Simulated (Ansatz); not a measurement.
## Sb: the change of pressure and energy less free atoms with volume per atom

All results are calculated (Ansatz 0.2.0). Periodic Kohn-Sham DFT of a crystal at fixed atoms; pressure and stress are positive in compression; the energy is the free energy less that of spherical unpolarised free atoms; site moments are those in the method's own spheres, positive along +z.

Cell of the first row (space group P6_3/mmc, No. 194):
```
cell vectors (Å)
   3.3002     0.0000     0.0000
  -1.6501     2.8581     0.0000
   0.0000     0.0000     5.2212
atoms (fractions of the cell vectors)
Sb  0.33333  0.66667  0.25000
Sb  0.66667  0.33333  0.75000
```

Settings of every row: method all-electron LAPW; functional PBEsol; relativity scalar; k mesh 12x12x7; filling fermi-dirac; smearing width 0.05 eV; basis error target 0.5 meV/atom; nucleus gaussian.

Atom start moment: 0 on all atoms.

Limits: no spin-orbit coupling on heavy atoms.

```
row  volume per atom (Å³)  pressure (GPa)  energy less free atoms (eV/atom)
  1                24.624           4.635                           -4.3031
  2                25.148            2.88                           -4.3154
  3                25.672           1.293                           -4.3222
  4                25.934           0.557                           -4.3237
  5                26.196          -0.143                            -4.324
  6                26.458          -0.808                           -4.3232
  7                 26.72           -1.44                           -4.3214
  8                27.244               ?                                 ?
  9                27.767          -3.658                           -4.3044
```

Question: what pressure and energy less free atoms should row 8 give?

Worked fit of pressure. Take u = (V_r/V)^(2/3) − 1 with V_r = 26.065 Å³ an atom, which is twice the finite (Eulerian) strain; such expansions in the strain, on which the Birch-Murnaghan equation of state is built, carry the rest volume and the bulk modulus. The shown rows have u = 0.03864, 0.02416, 0.01018, 0.00336, -0.00334, -0.00993, -0.01641, -0.04129. Least squares give pressure = 0.2027 + 104.447 × u + 265.2 × u² GPa; a straight line predicts inner rows, each left out in turn, worse (root mean square 0.13 against 0.00062 GPa). The rows lie off it by 0.001, -0.001, 0.000, 0.000, 0.000, 0.000, 0.000, 0.000. The pressure vanishes at u = -0.0020, or V = 26.14 Å³ an atom, and there the bulk modulus at fixed shape and fractions is B = −V dP/dV = (2/3)(1 + u) dP/du = 68.8 GPa. Letting shape and atoms relax would as a rule lower it, by much in layered, chain or molecular crystals. The withheld row has u = -0.02906, so the fit gives 0.2027 + 104.447 × (-0.02906) + 265.2 × (-0.02906)² = -2.609 GPa.

The calculation gave -2.609 GPa. The fit meets it to the printed digit.

Worked fit of energy less free atoms. Take u = (V_r/V)^(2/3) − 1 with V_r = 26.065 Å³ an atom, which is twice the finite (Eulerian) strain; such expansions in the strain, on which the Birch-Murnaghan equation of state is built, carry the rest volume and the bulk modulus. The shown rows have u = 0.03864, 0.02416, 0.01018, 0.00336, -0.00334, -0.00993, -0.01641, -0.04129. Least squares give energy less free atoms = −4.324 + 0.0496 × u + 12.701 × u² eV/atom; a straight line predicts inner rows, each left out in turn, worse (root mean square 0.0061 against 2.8e-05 eV/atom). All shown rows lie on it to the printed digit. Its lowest point lies at u = -0.0020, or V = 26.14 Å³ an atom, and the curvature there gives the bulk modulus at fixed shape and fractions, B = (4/9)(1 + u)² E″(u)/V = 68.9 GPa. Letting shape and atoms relax would as a rule lower it, by much in layered, chain or molecular crystals. The withheld row has u = -0.02906, so the fit gives −4.324 + 0.0496 × (-0.02906) + 12.701 × (-0.02906)² = -4.3147 eV/atom.

The calculation gave -4.3147 eV/atom. The fit meets it to the printed digit.
